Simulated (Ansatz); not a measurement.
Bi$_{2}$Se$_{3}$, one cell by several methods

```yaml
crystal:
  lattice:
    - [2.07838, 1.19995, 9.57704]
    - [-2.07838, 1.19995, 9.57704]
    - [0.00000, -2.39991, 9.57704]
  atoms:
    - { symbol: Bi, position: [0.40080, 0.40080, 0.40080] }
    - { symbol: Bi, position: [0.59920, 0.59920, 0.59920] }
    - { symbol: Se, position: [0.00000, 0.00000, 0.00000] }
    - { symbol: Se, position: [0.21170, 0.21170, 0.21170] }
    - { symbol: Se, position: [0.78830, 0.78830, 0.78830] }
```

Atom numbers follow the list: Bi1, Bi2, Se3, Se4, Se5.

The cell is COD entry 9011965, as deposited and not checked against the literature; nothing was relaxed. The listed cell was then made from it by scaling, straining or moving an atom.

No spin–orbit coupling, which matters for the heavy atoms here.

Methods: DFT, PBE, PAW with Ansatz's default frozen-core files, scalar-relativistic (Ansatz 0.2.0); DFT, PBE, all-electron LAPW, scalar-relativistic (Ansatz 0.2.0).

For PAW: a Γ-centred 6×6×6 k mesh, Fermi–Dirac smearing of 0.03 eV, cutoff 420 eV, no spin polarisation. LAPW targets a basis error of 0.5 meV/atom. The Ansatz runs share mesh, smearing and spin set-up. Plane-wave (PAW) pressures include the program's estimate of the Pulay term.

Stress and pressure are positive in compression.

The change that made this cell: volume scaled by 1.01.

PAW results:

| quantity | PAW |
| --- | --- |
| pressure (GPa) | 1.87 |
| stress xx (GPa) | 1.85 |
| stress zz (GPa) | 1.90 |
| force on Bi1, z (eV/Å) | -0.151 |
| force on Se4, z (eV/Å) | -0.099 |
| band gap (eV) | 0.228 |

(1) What does all-electron LAPW give for the same quantities?

Results:

(1) 
| quantity | LAPW |
| --- | --- |
| pressure (GPa) | 1.87 |
| stress xx (GPa) | 1.86 |
| stress zz (GPa) | 1.91 |
| force on Bi1, z (eV/Å) | -0.151 |
| force on Se4, z (eV/Å) | -0.100 |
| band gap (eV) | 0.229 |
